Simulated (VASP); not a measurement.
# WS2 (Tungstenite) (P6_3/mmc) in VASP: notebook

The runs below take WS2 (Tungstenite) through equation of state, with LDA.

All numbers are computed with VASP 6.6.1; they aren't measurements. Logs are shortened: lines on timing, memory, paths and dates and some standing lists are left out, and cuts for length are marked.

## Step 1: The structure

The structure is hexagonal, space group P6_3/mmc (No. 194). The conventional cell has a = 3.131 Å, b = 3.131 Å, c = 12.179 Å, α = 90.00°, β = 90.00°, γ = 120.00°. Around W (site symmetry -6m2) lie 6 S at 2.39 Å. S (site symmetry 3m) has 3 W at 2.39 Å as nearest neighbours.

## Step 2: Equation of state, LDA, 16.55 Å³/atom (a relaxed cell with its volume scaled by 0.96)

INCAR

```
SYSTEM = WS2
PREC = Accurate
ENCUT = 520
EDIFF = 1E-6
ISMEAR = 0
SIGMA = 0.02
LREAL = .False.
LASPH = .True.
NELM = 80
ALGO = Normal
ISIF = 2
LWAVE = .False.
LCHARG = .False.
KPAR = 2
```

KPOINTS

```
regular mesh
0
Gamma
  8 8 4
  0 0 0
```

POSCAR

```
WS2                                     
1.0
    3.0889723789      0.0000000000      0.0000000000
   -1.5444861895      2.6751285517      0.0000000000
   -0.0000000000      0.0000000000     12.0139184510
  W               S             
     2     4
Direct
     0.6666666667000030    0.3333333332999970    0.7500000000000000
     0.3333333332999970    0.6666666667000030    0.2500000000000000
     0.6666666667000030    0.3333333332999970    0.3782796942112568
     0.3333333332999970    0.6666666667000030    0.8782796942112571
     0.6666666667000030    0.3333333332999970    0.1217203057887431
     0.3333333332999970    0.6666666667000030    0.6217203057887429
```

Potentials or basis: VASP PAW LDA potentials, release 64 (W_sv, S).

The run is started by

```sh
$ cat potpaw_LDA.64/W_sv/POTCAR potpaw_LDA.64/S/POTCAR > POTCAR
$ mpirun -np 2 vasp_std > vasp.out
```

OUTCAR:

```text
SYSTEM = WS2
   PREC = Accurate
   ENCUT = 520
   EDIFF = 1E-6
   ISMEAR = 0
   LREAL = .False.
   LASPH = .True.
   NELM = 80
   ISIF = 2

 ion  position               nearest neighbor table
   1  0.667  0.333  0.750-   4 2.36   6 2.36   4 2.36   6 2.36   4 2.36   6 2.36
   2  0.333  0.667  0.250-   3 2.36   5 2.36   3 2.36   5 2.36   3 2.36   5 2.36
   3  0.667  0.333  0.378-   2 2.36   2 2.36   2 2.36
   4  0.333  0.667  0.878-   1 2.36   1 2.36   1 2.36
   5  0.667  0.333  0.122-   2 2.36   2 2.36   2 2.36
   6  0.333  0.667  0.622-   1 2.36   1 2.36   1 2.36

  LATTYP: Found a hexagonal cell.
 ALAT       =     3.0889723789
 C/A-ratio  =     3.8892929354

  Lattice vectors:

 A1 = (   3.0889723789,   0.0000000000,   0.0000000000)
 A2 = (  -1.5444861895,   2.6751285517,   0.0000000000)
 A3 = (   0.0000000000,   0.0000000000,  12.0139184510)

Analysis of symmetry for initial positions (statically):
=====================================================================
 Subroutine PRICEL returns:
 Original cell was already a primitive cell.

 Routine SETGRP: Setting up the symmetry group for a
 hexagonal supercell.

 Subroutine GETGRP returns: Found 24 space group operations
 (whereof 12 operations were pure point group operations)
 out of a pool of 24 trial point group operations.

The static configuration has the point symmetry D_3d.
 The point group associated with its full space group is D_6h.

Analysis of symmetry for dynamics (positions and initial velocities):
=====================================================================
 Subroutine PRICEL returns:
 Original cell was already a primitive cell.

 Routine SETGRP: Setting up the symmetry group for a
 hexagonal supercell.

 Subroutine GETGRP returns: Found 24 space group operations
 (whereof 12 operations were pure point group operations)
 out of a pool of 24 trial point group operations.

The dynamic configuration has the point symmetry D_3d.
 The point group associated with its full space group is D_6h.

 Subroutine INISYM returns: Found 24 space group operations
 (whereof 12 operations are pure point group operations),
 and found     1 'primitive' translations

----------------------------------------------------------------------------------------

                                     Primitive cell

  volume of cell :      99.2758

  direct lattice vectors                    reciprocal lattice vectors
     3.088972379  0.000000000  0.000000000     0.323732257  0.186906906  0.000000000
    -1.544486189  2.675128552  0.000000000     0.000000000  0.373813811  0.000000000
     0.000000000  0.000000000 12.013918451     0.000000000  0.000000000  0.083236789

  length of vectors
     3.088972379  3.088972379 12.013918451     0.373813811  0.373813811  0.083236789

  position of ions in fractional coordinates (direct lattice)
     0.666666667  0.333333333  0.750000000
     0.333333333  0.666666667  0.250000000
     0.666666667  0.333333333  0.378279694
     0.333333333  0.666666667  0.878279694
     0.666666667  0.333333333  0.121720306
     0.333333333  0.666666667  0.621720306

  ion indices of the primitive-cell ions
   primitive index   ion index
                 1           1
                 2           2
                 3           3
                 4           4
                 5           5
                 6           6

----------------------------------------------------------------------------------------

 KPOINTS: regular mesh

Automatic generation of k-mesh.
 Grid dimensions read from file:
 generate k-points for:    8    8    4

 Generating k-lattice:

  Cartesian coordinates                     Fractional coordinates (reciprocal lattice)
     0.040466532  0.023363363  0.000000000     0.125000000  0.000000000  0.000000000
     0.000000000  0.046726726  0.000000000     0.000000000  0.125000000  0.000000000
     0.000000000  0.000000000  0.020809197     0.000000000  0.000000000  0.250000000

  Length of vectors
     0.046726726  0.046726726  0.020809197

  Shift w.r.t. Gamma in fractional coordinates (k-lattice)
     0.000000000  0.000000000  0.000000000

 Subroutine IBZKPT returns following result:
 ===========================================

 Found     30 irreducible k-points:

 Following reciprocal coordinates:
            Coordinates               Weight
  0.000000  0.000000  0.000000      1.000000
  0.125000  0.000000  0.000000      6.000000
  0.250000  0.000000  0.000000      6.000000
  0.375000  0.000000  0.000000      6.000000
  0.500000  0.000000  0.000000      3.000000
  0.125000  0.125000  0.000000      6.000000
[... 16 lines left out ...]
  0.250000  0.000000  0.500000      6.000000
  0.375000  0.000000  0.500000      6.000000
 [... further k-points ...]
   k-points           NKPTS =     30   k-points in BZ     NKDIM =     30   number of bands    NBANDS=     31
   number of dos      NEDOS =    301   number of ions     NIONS =      6
   total plane-waves  NPLWV =  51840
   dimension x,y,z NGX =    24 NGY =   24 NGZ =   90
   dimension x,y,z NGXF=    48 NGYF=   48 NGZF=  180
   ions per type =               2   4
   NGX,Y,Z   is equivalent  to a cutoff of  12.92, 12.92, 12.45 a.u.
   NGXF,Y,Z  is equivalent  to a cutoff of  25.83, 25.83, 24.91 a.u.
 SYSTEM =  WS2
   PREC   = accura    normal or accurate (medium, high low for compatibility)
   ISTART =      0    job   : 0-new  1-cont  2-samecut
   ICHARG =      2    charge: 1-file 2-atom 10-const
   ISPIN  =      1    spin polarized calculation?
   LNONCOLLINEAR =      F non collinear calculations
   LSORBIT =      F    spin-orbit coupling
   LASPH  =      T    aspherical Exc in radial PAW
   ENCUT  =  520.0 eV  38.22 Ry    6.18 a.u.   5.74  5.74 22.34*2*pi/ulx,y,z
   NELM   =     80;   NELMIN=  2; NELMDL= -5     # of ELM steps
   EDIFF  = 0.1E-05   stopping-criterion for ELM
   LREAL  =      F    real-space projection
   EDIFFG = 0.1E-04   stopping-criterion for IOM
   NSW    =      0    number of steps for IOM
   IBRION =     -1    ionic relax: 0-MD 1-quasi-New 2-CG
   NFREE  =      0    steps in history (QN), initial steepest desc. (CG)
   ISIF   =      2    stress and relaxation
   ISYM   =      2    0-nonsym 1-usesym 2-fastsym
   POTIM  = 0.5000    time-step for ionic-motion
   TEBEG  =    0.0;   TEEND  =   0.0 temperature during run
   PSTRESS=    0.0 pullay stress
   NELECT =      52.0000    total number of electrons
   NUPDOWN=      -1.0000    fix difference up-down
   EMIN   =  10.00;   EMAX   =-10.00  energy-range for DOS
   EFERMI =   0.00;   METHOD = LEGACY
   ISMEAR =     0;   SIGMA  =   0.02  broadening in eV -4-tet -1-fermi 0-gaus
   EFERMI_NEDOS =   21; number of points for ismear=-14 and -15
   IALGO  =     38    algorithm
   IMIX   =      4    mixing-type and parameters
     AMIX     =   0.40;   BMIX     =  1.00
     AMIX_MAG =   1.60;   BMIX_MAG =  1.00
  volume/ion in A,a.u.               =      16.55       111.66
  Fermi-wavevector in a.u.,A,eV,Ry     =   1.319658  2.493793 23.694519  1.741498
  Thomas-Fermi vector in A             =   2.449541
   LORBIT       =      0    0 simple, 1 ext, 2 COOP (PROOUT), +10 PAW based schemes
   GGA     = CA    functional components
   LHFCALC =     F    Hartree Fock is set to
   AEXX    =    0.0000 exact exchange contribution
   IVDW    =     0    specifies the selected vdW correction
   LEPSILON=     F    determine dielectric tensor
   LRPA    =     F    only Hartree local field effects (RPA)
 non-spin polarized calculation
 Gauss-broadening in eV      SIGMA  =   0.02
  energy-cutoff  :      520.00
  volume of cell :       99.28
 maximum number of plane-waves:      2694
 NGX is ok and might be reduce to    24
   NGX = 11   NGY = 11   NGZ = 45

 number of electron      51.9999999 magnetization

 Free energy of the ion-electron system (eV)
  ---------------------------------------------------
  ext. energy  EPLUGINS =         0.00000000
  ---------------------------------------------------
  free energy    TOTEN  =       -52.42818530 eV

  energy without entropy =      -52.42818530  energy(sigma->0) =      -52.42818530

 E-fermi :   8.5894     XC(G=0): -11.5929

 val. band max:        8.3069480499   @ k =   0.0000   0.0000   0.0000
 cond. band min:       9.2736573842   @ k =   0.2500   0.1250   0.0000
 fundamental gap:      0.9667093343
 Fermi energy:         8.5894379091

 k-point     1 :       0.0000    0.0000    0.0000
  band No.  band energies     occupation
      1     -65.8338      2.00000
      2     -65.8337      2.00000
      3     -30.4496      2.00000
      4     -30.4495      2.00000
      5     -30.1859      2.00000
      6     -30.1859      2.00000
[... 23 lines left out ...]
     30      10.6762      0.00000
     31      10.7926      0.00000

 k-point     2 :       0.1250    0.0000    0.0000
  band No.  band energies     occupation
      1     -65.8298      2.00000
      2     -65.8298      2.00000
      3     -30.4362      2.00000
      4     -30.4361      2.00000
      5     -30.2579      2.00000
      6     -30.2579      2.00000
[... 23 lines left out ...]
     30      10.6607      0.00000
     31      10.6642      0.00000

 k-point     3 :       0.2500    0.0000    0.0000
  band No.  band energies     occupation
      1     -65.8202      2.00000
      2     -65.8202      2.00000
      3     -30.4283      2.00000
      4     -30.4283      2.00000
      5     -30.4038      2.00000
      6     -30.4038      2.00000
[... 23 lines left out ...]
     30      10.6699      0.00000
     31      10.7597      0.00000

 k-point     4 :       0.3750    0.0000    0.0000
  band No.  band energies     occupation
      1     -65.8106      2.00000
      2     -65.8106      2.00000
      3     -30.5941      2.00000
      4     -30.5941      2.00000
      5     -30.3712      2.00000
      6     -30.3712      2.00000
[... 635 lines left out ...]
     30      10.6393      0.00000
     31      10.6479      0.00000

 k-point    23 :       0.2500    0.0000    0.5000
  band No.  band energies     occupation
      1     -65.8202      2.00000
      2     -65.8202      2.00000
      3     -30.4283      2.00000
      4     -30.4283      2.00000
      5     -30.4038      2.00000
      6     -30.4038      2.00000
[... 23 lines left out ...]
     30      10.3015      0.00000
     31      11.2084      0.00000

 k-point    24 :       0.3750    0.0000    0.5000
  band No.  band energies     occupation
      1     -65.8106      2.00000
      2     -65.8106      2.00000
      3     -30.5941      2.00000
      4     -30.5941      2.00000
      5     -30.3712      2.00000
      6     -30.3712      2.00000
[... 23 lines left out ...]
     30      10.5023      0.00000
     31      11.7594      0.00000

 [... further k-points ...]

------------------------ aborting loop because EDIFF is reached ----------------------------------------

  FORCE on cell =-STRESS in cart. coord.  units (eV):
  Direction    XX          YY          ZZ          XY          YZ          ZX
  --------------------------------------------------------------------------------------
  -------------------------------------------------------------------------------------
  Total        4.6668121      4.6668121      5.2339990     -0.0000000      0.0000000     -0.0000000
  in kB       75.3160495     75.3160495     84.4696821     -0.0000000      0.0000000     -0.0000000
  external PRESSURE =      78.3672604 kB  Pullay stress =       0.0000000 kB

 VOLUME and BASIS-vectors are now :
 -----------------------------------------------------------------------------
  energy-cutoff  :      520.00
  volume of cell :       99.28
      direct lattice vectors                 reciprocal lattice vectors
     3.088972379  0.000000000  0.000000000     0.323732257  0.186906906  0.000000000
    -1.544486189  2.675128552  0.000000000     0.000000000  0.373813811  0.000000000
     0.000000000  0.000000000 12.013918451     0.000000000  0.000000000  0.083236789

 POSITION                                       TOTAL-FORCE (eV/Angst)
 -----------------------------------------------------------------------------------
      1.54449      0.89171      9.01044        -0.000000     -0.000000     -0.000000
     -0.00000      1.78342      3.00348        -0.000000      0.000000     -0.000000
      1.54449      0.89171      4.54462         0.000000      0.000000      0.802185
     -0.00000      1.78342     10.55158         0.000000      0.000000      0.802185
      1.54449      0.89171      1.46234         0.000000      0.000000     -0.802185
     -0.00000      1.78342      7.46930        -0.000000     -0.000000     -0.802185
 -----------------------------------------------------------------------------------
    total drift:                                0.000000     -0.000000      0.000000

  FREE ENERGIE OF THE ION-ELECTRON SYSTEM (eV)
  ---------------------------------------------------
  free  energy   TOTEN  =       -52.4281853030 eV

  energy  without entropy=      -52.4281853030  energy(sigma->0) =      -52.42818530
```

It took 38 s on 2 MPI ranks of Intel Xeon Platinum 8488C (Sapphire Rapids), shared host; peak memory 0.21 GiB.

Results:

- Free energy: -52.4282 eV
- Pressure: 7.8 GPa
- Largest force: 0.802 eV/Å
- Band gap on the k mesh: 0.97 eV, indirect (least direct gap 2.36 eV)

Caveat: spin-orbit coupling is left out, which moves the levels of the heavy elements.

## Step 3: Equation of state, LDA, 16.89 Å³/atom (a relaxed cell with its volume scaled by 0.98)

INCAR is that of step 2.

KPOINTS is that of step 2.

POSCAR: that of step 2 with these lines changed.

```diff
@@ -2,5 +2,5 @@
 1.0
-    3.0889723789      0.0000000000      0.0000000000
-   -1.5444861895      2.6751285517      0.0000000000
-   -0.0000000000      0.0000000000     12.0139184510
+    3.1102763099      0.0000000000      0.0000000000
+   -1.5551381550      2.6935782971      0.0000000000
+   -0.0000000000      0.0000000000     12.0967756793
   W               S
```

Potentials or basis: VASP PAW LDA potentials, release 64 (W_sv, S).

The run is started by

```sh
$ cat potpaw_LDA.64/W_sv/POTCAR potpaw_LDA.64/S/POTCAR > POTCAR
$ mpirun -np 2 vasp_std > vasp.out
```

Run time: 30 s. Hardware: 2 MPI ranks of Intel Xeon Platinum 8488C (Sapphire Rapids), shared host; peak memory 0.21 GiB.

The run converged. Its results:

```
Free energy            : -52.5028 eV
Pressure               : 3.6 GPa
Largest force          : 0.392 eV/Å
Band gap on the k mesh : 0.99 eV, indirect (least direct gap 2.33 eV)
```

Caveat: spin-orbit coupling is left out, which moves the levels of the heavy elements.

## Step 4: Equation of state, LDA, 17.24 Å³/atom

INCAR is that of step 3.

KPOINTS is that of step 3.

POSCAR: that of step 3 with these lines changed.

```diff
@@ -2,5 +2,5 @@
 1.0
-    3.1102763099      0.0000000000      0.0000000000
-   -1.5551381550      2.6935782971      0.0000000000
-   -0.0000000000      0.0000000000     12.0967756793
+    3.1312923279      0.0000000000      0.0000000000
+   -1.5656461639      2.7117787026      0.0000000000
+   -0.0000000000      0.0000000000     12.1785131295
   W               S
```

The run is started by

```sh
$ cat potpaw_LDA.64/W_sv/POTCAR potpaw_LDA.64/S/POTCAR > POTCAR
$ mpirun -np 2 vasp_std > vasp.out
```

It took 33 s on 2 MPI ranks of Intel Xeon Platinum 8488C (Sapphire Rapids), shared host; peak memory 0.22 GiB.

It converged, with:

| Item | Value |
| --- | --- |
| Free energy | -52.5261 eV |
| Pressure | -0.1 GPa |
| Largest force | 0.012 eV/Å |
| Band gap on the k mesh | 1.01 eV, indirect (least direct gap 2.31 eV) |

Caveat: spin-orbit coupling is left out, which moves the levels of the heavy elements.

## Step 5: Equation of state, LDA, 17.58 Å³/atom (a relaxed cell with its volume scaled by 1.02)

INCAR is that of step 4.

KPOINTS is that of step 4.

POSCAR: that of step 4 with these lines changed.

```diff
@@ -2,5 +2,5 @@
 1.0
-    3.1312923279      0.0000000000      0.0000000000
-   -1.5656461639      2.7117787026      0.0000000000
-   -0.0000000000      0.0000000000     12.1785131295
+    3.1520299675      0.0000000000      0.0000000000
+   -1.5760149838      2.7297380253      0.0000000000
+   -0.0000000000      0.0000000000     12.2591678848
   W               S
```

The run is started by

```sh
$ cat potpaw_LDA.64/W_sv/POTCAR potpaw_LDA.64/S/POTCAR > POTCAR
$ mpirun -np 2 vasp_std > vasp.out
```

It took 40 s on 2 MPI ranks of Intel Xeon Platinum 8488C (Sapphire Rapids), shared host; peak memory 0.22 GiB.

Results (log left out):

- Free energy: -52.5031 eV
- Pressure: -3.5 GPa
- Largest force: 0.339 eV/Å
- Band gap on the k mesh: 1.03 eV, indirect (least direct gap 2.26 eV)

Caveat: spin-orbit coupling is left out, which moves the levels of the heavy elements.

## Step 6: Equation of state, LDA, 17.92 Å³/atom (a relaxed cell with its volume scaled by 1.04)

INCAR is that of step 5.

KPOINTS is that of step 5.

POSCAR: that of step 5 with these lines changed.

```diff
@@ -2,5 +2,5 @@
 1.0
-    3.1520299675      0.0000000000      0.0000000000
-   -1.5760149838      2.7297380253      0.0000000000
-   -0.0000000000      0.0000000000     12.2591678848
+    3.1724982681      0.0000000000      0.0000000000
+   -1.5862491341      2.7474640936      0.0000000000
+   -0.0000000000      0.0000000000     12.3387751017
   W               S
```

Potentials or basis: VASP PAW LDA potentials, release 64 (W_sv, S).

The run is started by

```sh
$ cat potpaw_LDA.64/W_sv/POTCAR potpaw_LDA.64/S/POTCAR > POTCAR
$ mpirun -np 2 vasp_std > vasp.out
```

Wall time 40 s (2 MPI ranks of Intel Xeon Platinum 8488C (Sapphire Rapids), shared host); peak memory 0.22 GiB.

The run converged. Its results:

```yaml
Free_energy: -52.4386 eV
Pressure: -6.6 GPa
Largest_force: 0.664 eV/Å
Band_gap_on_the_k_mesh: 1.05 eV, indirect (least direct gap 2.20 eV)
```

Caveat: spin-orbit coupling is left out, which moves the levels of the heavy elements.

## Step 7: Equation of state, LDA

No new run: the results of the series are fitted here.

Results:

```yaml
Equilibrium_volume: 17.23 Å³/atom
Bulk_modulus_at_fixed_shape_and_positions: 179 GPa
Pressure_derivative_of_the_bulk_modulus: "4.4 (rough: it moves with the points fitted)"
```

Energy against volume, from the lowest point:
```
volume (Å³/atom)  energy (meV/atom)
          16.546              16.31
          16.891               3.87
          17.235               0.00
          17.580               3.83
          17.925              14.58
```

Caveat: the cell was scaled at fixed shape and fractional positions, which overstates the stiffness of a crystal with free parameters, most of all of layers and chains. Spin-orbit coupling is left out, which matters for the levels of W.
